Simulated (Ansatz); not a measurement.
# KF (Carobbiite) (Fm-3m) in Ansatz: notebook, part 2 of 2

Ansatz 0.2.0.

## Step 3: Single point, LDA

input.yaml

```yaml
crystal:
  lattice:
    - [0.0, 2.67185, 2.67185]
    - [2.67185, 0.0, 2.67185]
    - [2.67185, 2.67185, 0.0]
  atoms:
    - { symbol: K, position: [0.0, 0.0, 0.0] }
    - { symbol: F, position: [0.5, 0.5, 0.5] }
hamiltonian:
  xc: lda
  pseudopotentials: { kind: paw, xc_functional: lda, accuracy: standard }
kpoints:
  mp_grid: { grid: [9, 9, 9] }
scf:
  occupations: { method: tetrahedron }
output:
  forces: true
  stress: true
```

Potentials or basis: JTH PAW LDA.

Command:

```sh
$ ansatz run input.yaml --threads 2 --pin off --max-ram 5120MiB --backend cpu --events-out ev --progress --plain --runs-dir out
```

It took 2.8 s on 2 threads of Arm Neoverse V2, shared host; peak memory 0.43 GiB.

It converged, with:

* Free energy: -2290.9562 eV
* Pressure: -3.3 GPa
* Band gap on the k mesh: 5.80 eV, direct

Levels at points of the mesh, in eV from the valence-band top:
```csv
k point,band 6,band 7,band 8,band 9,band 10,band 11
"(0.00, 0.00, 0.00)",0.00,0.00,0.00,5.80,10.52,10.52
```

Caveat: odd divisions of the mesh miss points on the zone boundary, where band edges often lie, so the gap on the mesh can be too wide; with tetrahedron occupations forces and stress needn't match the slope of the energy.

## Step 4: Single point, r2SCAN+rVV10, collinear spin, ferromagnetic start

run.py

```python
import json

import ase.io
import numpy as np
import spglib

import ansatz as az

atoms = ase.io.read("KF.cif")
cell, frac, numbers = spglib.find_primitive((atoms.cell[:], atoms.get_scaled_positions(), atoms.numbers), symprec=1e-5)
atoms = ase.Atoms(numbers, cell=cell, scaled_positions=frac, pbc=True)
atoms.set_initial_magnetic_moments([0.5, 0.0])

calculation = (
    az.Crystal.from_ase(atoms)
    .calculation()
    .kpoints(9, 9, 9)
    .functional("r2scan", dispersion="rvv10")
    .pseudopotentials(kind="paw", source="ansatz")
    .spin("collinear")
    .occupations(method="fermi_dirac", width=0.15)
    .density()
    .potential()
    .output_files(volumetric_format="npy")
    .electron_localization_function()
    .forces()
    .stress()
    .band_table(publish=True)
)
outcome = calculation.run(threads=2, events_out="events.jsonl")

report = outcome.report
for line in open("events.jsonl"):
    event = json.loads(line)
    if event["event"] == "scf_iter":
        d = event["data"]
        print(f"SCF {d['iter']:3d}  HF = {d['harris_foulkes_ev']:.6f} eV  dr2 = {d['dr2_ev']:.2e} eV")
    elif event["event"] in ("relax_step", "md_step"):
        d = event["data"]
        print(f"{event['event']} {d['step']:3d}  E = {d['lagrangian_ev']:.6f} eV")
np.set_printoptions(precision=5, suppress=True, linewidth=110)
print("converged:", report["converged"], "after", report["n_iterations"], "iterations")
print(f"free energy {report['free_energy_ev']:.6f} eV, Fermi level {report['fermi_energy_ev']:.4f} eV")
for key in ("band_edges_ev", "magnetization_mub", "site_moments_mub", "site_moments_nc_mub", "forces_ev_ang",
                "stress_gpa", "kpoints_frac", "eigenvalues_ev"):
    if report.get(key) is not None:
        print(key, np.array(report[key]), sep="\n")
```

KF.cif is that of step 2.

Potentials or basis: Ansatz PAW earlier set.

Command:

```sh
$ python run.py
```

Output:

```text
DeckWarning: basis.ecutwfc = 1050 eV, auto-derived from the records' recommended cutoffs: set by F (normal level)
PlacementWarning: RAYON_NUM_THREADS=2 ignored (pool sized by the plan → 2); use plan(threads=…)
RunWarning: the starting moments were not kept: the SCF closed with an absolute magnetisation of 4.3e-7 μB, where they sum to 0.5 μB in size (1 site). That is at most 0.1 of that sum. Measured as dr2_m measures the in/out step, that magnetisation stands 1.0e-13 eV from none, at or under the dr2_threshold of 1.0e-7 eV: it is no larger than a step whose dr2_m would equal this threshold. The system may hold no moment; this SCF show [...]
SCF   1  HF = -2356.422858 eV  dr2 = 9.42e+00 eV
SCF   2  HF = -2353.998248 eV  dr2 = 4.06e-01 eV
SCF   3  HF = -2353.924174 eV  dr2 = 1.19e-01 eV
SCF   4  HF = -2353.918852 eV  dr2 = 1.07e-02 eV
SCF   5  HF = -2353.930017 eV  dr2 = 2.85e-03 eV
SCF   6  HF = -2353.931513 eV  dr2 = 2.13e-04 eV
SCF   7  HF = -2353.933040 eV  dr2 = 2.57e-05 eV
SCF   8  HF = -2353.933853 eV  dr2 = 1.09e-05 eV
SCF   9  HF = -2353.933895 eV  dr2 = 4.23e-06 eV
SCF  10  HF = -2353.933898 eV  dr2 = 5.96e-08 eV
SCF  11  HF = -2353.933899 eV  dr2 = 2.11e-08 eV
SCF  12  HF = -2353.933899 eV  dr2 = 1.43e-09 eV
[... 168 lines left out ...]
   12.96793  15.06077  15.65325]
 [-26.0532  -18.9736   -9.04875  -8.88714  -8.76087   0.41255   0.61726   0.70028  10.68445  11.71703
   13.15514  14.8799   15.32646]
 [-26.05373 -18.94268  -9.18239  -8.85719  -8.85719   0.63488   0.81939   0.81939   9.62749  11.77164
   13.34431  15.36627  15.69231]
 [-26.04991 -18.94594  -9.19198  -8.86969  -8.84961   0.67193   0.75459   0.78788   9.74826  12.25301
   12.84514  15.41177  15.7477 ]
 [-26.10705 -18.96035  -8.79874  -8.77125  -8.68864   0.38355   0.694     0.80966   9.45485  11.01507
   13.42895  13.4738   14.64246]
 [-26.08068 -18.97585  -8.89231  -8.81552  -8.70438   0.31493   0.5974    0.74106  10.34068  10.99617
   13.53361  13.94304  15.03752]
 [-26.06336 -18.98602  -8.95854  -8.83536  -8.71812   0.28782   0.5732    0.64153  10.71439  11.45595
   13.49182  14.23382  15.64002]
 [-26.07291 -18.96239  -8.96975  -8.84816  -8.76525   0.43019   0.68896   0.79163  10.34513  10.6885
   13.60956  14.62193  14.90996]
 [-26.05735 -18.96796  -9.03185  -8.90639  -8.75727   0.46706   0.62748   0.73103  10.51858  11.39101
   13.21645  14.87253  15.49836]
 [-26.0532  -18.97361  -9.02251  -8.9339   -8.74038   0.41001   0.63766   0.6824   10.85556  11.43279
   13.19115  14.897    15.48412]
 [-26.06244 -18.97677  -8.94255  -8.92364  -8.71929   0.34704   0.58086   0.73786  10.9131   11.06042
   13.31364  14.57006  15.17139]
 [-26.05202 -18.95216  -9.14497  -8.89835  -8.80789   0.62458   0.69155   0.78896   9.97022  11.9312
   12.95443  15.32735  15.68105]
 [-26.04872 -18.9602   -9.11739  -8.93774  -8.7742    0.54719   0.68724   0.72996  10.37425  11.98341
   12.78738  15.32597  15.63883]
 [-26.04923 -18.96496  -9.04881  -9.00162  -8.74232   0.47462   0.67749   0.72942  10.86661  11.35394
   13.00396  15.23576  15.65243]]
```

rho_z.tsv:

```text
# z_ang	rho[e/angstrom^3]	rho_spin[e/angstrom^3]
# format = ansatz-planar-average/11
# lattice	0.000000000	2.671850000	2.671850000
# lattice	2.671850000	0.000000000	2.671850000
# lattice	2.671850000	2.671850000	0.000000000
# sites	2
# site	19	0.000000000	0.000000000	0.000000000
# site	9	2.671850000	2.671850000	2.671850000
0.000000	5.725299e-1	-2.419601e-9
0.083968	5.682011e-1	-8.688872e-10
0.167936	5.549570e-1	2.763680e-9
0.251904	5.322800e-1	6.619096e-9
0.335873	5.000146e-1	1.006233e-8
0.419841	4.590629e-1	1.395777e-8
[... 37 lines left out ...]
3.610630	5.549570e-1	2.763680e-9
3.694598	5.682011e-1	-8.688872e-10
```

v_z.tsv:

```text
# z_ang	v_es[eV]	v_tot_up[eV]	v_tot_dn[eV]
# format = ansatz-planar-average/11
# xc	r2scan
# density_cutoff_ev	5250
# datasets	K=:simpson_from_first_knot:soft:shift=0	F=:simpson_from_first_knot:soft:shift=0
# lattice	0.000000000	2.671850000	2.671850000
# lattice	2.671850000	0.000000000	2.671850000
# lattice	2.671850000	2.671850000	0.000000000
# sites	2
# site	19	0.000000000	0.000000000	0.000000000
# site	9	2.671850000	2.671850000	2.671850000
0.000000	-6.416639e0	-1.634660e1	-1.634660e1
0.083968	-6.252340e0	-1.616053e1	-1.616053e1
0.167936	-5.746688e0	-1.557979e1	-1.557979e1
0.251904	-4.887087e0	-1.460635e1	-1.460635e1
0.335873	-3.707671e0	-1.327879e1	-1.327879e1
0.419841	-2.300807e0	-1.168354e1	-1.168354e1
[... 37 lines left out ...]
3.610630	-5.746688e0	-1.557979e1	-1.557979e1
3.694598	-6.252340e0	-1.616053e1	-1.616053e1
```

Run time: 20 s. Hardware: 2 threads of Arm Neoverse V2, shared host; peak memory 0.97 GiB.

Results:

```yaml
Free_energy: -2353.9339 eV
Pressure: -1.3 GPa
Band_gap_on_the_k_mesh: 6.73 eV, direct
Net_moment: 0.00 μB per cell
Absolute_moment: 0.00 μB per cell
```

Caveat: odd divisions of the mesh miss points on the zone boundary, where band edges often lie, so the gap on the mesh can be too wide; the PAW data sets were made with another functional, which shifts forces and pressure a little; the starting moments weren't kept. r2SCAN opens gaps a little over a GGA but as a rule still falls short of measured ones.

## Step 5: Single point, HSE03, collinear spin, ferromagnetic start

run.py

```python
import json

import ase.io
import numpy as np

import ansatz as az

atoms = ase.io.read("POSCAR", format="vasp")
atoms.set_initial_magnetic_moments([0.5, 0.0])

calculation = (
    az.Crystal.from_ase(atoms)
    .calculation()
    .kpoints(5, 5, 5)
    .functional(exchange="pbe", correlation="pbe", exact_fraction=0.25, screening=0.3)
    .pseudopotentials(kind="paw", accuracy="standard", xc_functional="lda")
    .spin("collinear")
    .occupations(method="methfessel_paxton", width=0.025)
    .forces()
    .stress()
    .band_table(publish=True)
)
outcome = calculation.run(threads=2, events_out="events.jsonl")

report = outcome.report
for line in open("events.jsonl"):
    event = json.loads(line)
    if event["event"] == "scf_iter":
        d = event["data"]
        print(f"SCF {d['iter']:3d}  HF = {d['harris_foulkes_ev']:.6f} eV  dr2 = {d['dr2_ev']:.2e} eV")
    elif event["event"] in ("relax_step", "md_step"):
        d = event["data"]
        print(f"{event['event']} {d['step']:3d}  E = {d['lagrangian_ev']:.6f} eV")
np.set_printoptions(precision=5, suppress=True, linewidth=110)
print("converged:", report["converged"], "after", report["n_iterations"], "iterations")
print(f"free energy {report['free_energy_ev']:.6f} eV, Fermi level {report['fermi_energy_ev']:.4f} eV")
for key in ("band_edges_ev", "magnetization_mub", "site_moments_mub", "site_moments_nc_mub", "forces_ev_ang",
                "stress_gpa"):
    if report.get(key) is not None:
        print(key, np.array(report[key]), sep="\n")
```

POSCAR

```
KF
1.0
    0.0000000000      2.6718500000      2.6718500000
    2.6718500000      0.0000000000      2.6718500000
    2.6718500000      2.6718500000      0.0000000000
K F
1 1
Direct
    0.0000000000      0.0000000000      0.0000000000
    0.5000000000      0.5000000000      0.5000000000
```

Potentials or basis: JTH PAW LDA.

Command:

```sh
$ python run.py
```

Run time: 98 s. Hardware: 2 threads of Arm Neoverse V2, shared host; peak memory 3.7 GiB.

Results (log left out):

| Item | Value |
| --- | --- |
| Free energy | -2347.3040 eV |
| Pressure | 0.8 GPa |
| Band gap on the k mesh | 7.90 eV, direct |
| Net moment | 0.00 μB per cell |
| Absolute moment | 0.00 μB per cell |

Levels at points of the mesh, in eV from the valence-band top:
Spin up:
| k point | band 4 | band 5 | band 6 | band 7 | band 8 | band 9 | band 10 | band 11 | band 12 | band 13 |
| --- | --- | --- | --- | --- | --- | --- | --- | --- | --- | --- |
| (0.00, 0.00, 0.00) | -9.50 | -9.50 | 0.00 | 0.00 | 0.00 | 7.90 | 12.71 | 12.71 | 12.71 | 14.52 |
Spin down:
```tsv
k point	band 6	band 7	band 8	band 9	band 10	band 11
(0.00, 0.00, 0.00)	0.00	0.00	0.00	7.90	12.71	12.71
```

Caveat: odd divisions of the mesh miss points on the zone boundary, where band edges often lie, so the gap on the mesh can be too wide; the PAW data sets were made with another functional, which shifts forces and pressure a little; the starting moments weren't kept; the thresholds are loose for stress.

## Step 6: Summary

| level | potentials or basis | spin | k mesh | cutoff (eV) | smearing | driver | gap on the mesh (eV) | pressure (GPa) | moment (μB) |
| --- | --- | --- | --- | --- | --- | --- | --- | --- | --- |
| LDA | JTH PAW LDA | off | 9 × 9 × 9 | 1500 | tetrahedron | chain | 5.80 | -3.3 | - |
| LDA | JTH PAW LDA | off | 9 × 9 × 9 | 1500 | tetrahedron | - | 5.80 | -3.3 | - |
| r2SCAN+rVV10 | Ansatz PAW earlier set | collinear, ferromagnetic start | 9 × 9 × 9 | 1050 | fermi-dirac 0.15 eV | chain | 6.73 | -1.3 | 0.00 |
| HSE03 | JTH PAW LDA | collinear, ferromagnetic start | 5 × 5 × 5 | 1500 | methfessel-paxton 0.025 eV | chain | 7.90 | 0.8 | 0.00 |

Alike in all rows: task single point; cell as given.

Caveats: odd divisions of the mesh miss points on the zone boundary, where band edges often lie, so the gap on the mesh can be too wide; with tetrahedron occupations forces and stress needn't match the slope of the energy (some runs); the PAW data sets were made with another functional, which shifts forces and pressure a little (some runs); the starting moments weren't kept (some runs); the thresholds are loose for stress (some runs).

Absolute energies hang on the potentials; compare differences alone.
